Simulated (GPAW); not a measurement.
A run of GPAW 26.7.0 is set up as follows.

run.py

```python
from ase import Atoms
from ase.dft.bandgap import bandgap
from ase.io import write
from ase.units import GPa
from gpaw import GPAW, PW

atoms = Atoms(['Te', 'Cd'],
              cell=[[0.0, 3.205, 3.205],
                    [3.205, 0.0, 3.205],
                    [3.205, 3.205, 0.0]],
              scaled_positions=[[0.75, 0.75, 0.75],
                                [0.0, 0.0, 0.0]],
              pbc=True)

calc = GPAW(mode=PW(600),
            xc='PBE',
            kpts={'size': (7, 7, 7), 'gamma': True},
            occupations={'name': 'fermi-dirac', 'width': 0.05},
            nbands=18,
            convergence={'density': 1e-05, 'energy': 1e-05},
            maxiter=150,
            txt='gpaw.txt')
atoms.calc = calc
energy = atoms.get_potential_energy()
forces = atoms.get_forces()
stress = atoms.get_stress()
calc.write('gs.gpw')
write('result.traj', atoms)
print(f'Energy: {energy:.6f} eV')
print('Forces (eV/A):')
print(forces.round(4))
print('Stress (GPa):', (stress / GPa).round(3))
print('Fermi level:', round(calc.get_fermi_level(), 4), 'eV')
print(f'Gap: {bandgap(calc)[0]:.4f} eV, direct: {bandgap(calc, direct=True)[0]:.4f} eV')
```

Potentials or basis: GPAW PAW data sets (gpaw-data 1.2.1), pw.

Command:

```bash
$ OMP_NUM_THREADS=1 python run.py
```

(1) Predict the pressure.

(2) Estimate the band gap on the k mesh.

## Answers

(1) 3.8 GPa.

(2) 0.87 eV, direct.

Caveat: spin-orbit coupling is left out, which moves the levels of the heavy elements.

**Measured values to compare with.**

A printed reference work, data compilation reports, for a bulk crystal of CdTe at 0 K: band gap 1.607 eV.

A measured gap of CdTe is 1.607 eV (0 K; a printed reference work, data compilation); the calculated 0.87 eV misses it by -0.74 eV. Spin-orbit coupling on Cd, Te is left out. The value is that of PBE, without temperature or zero-point motion. Semilocal functionals fall short of measured gaps as a rule.
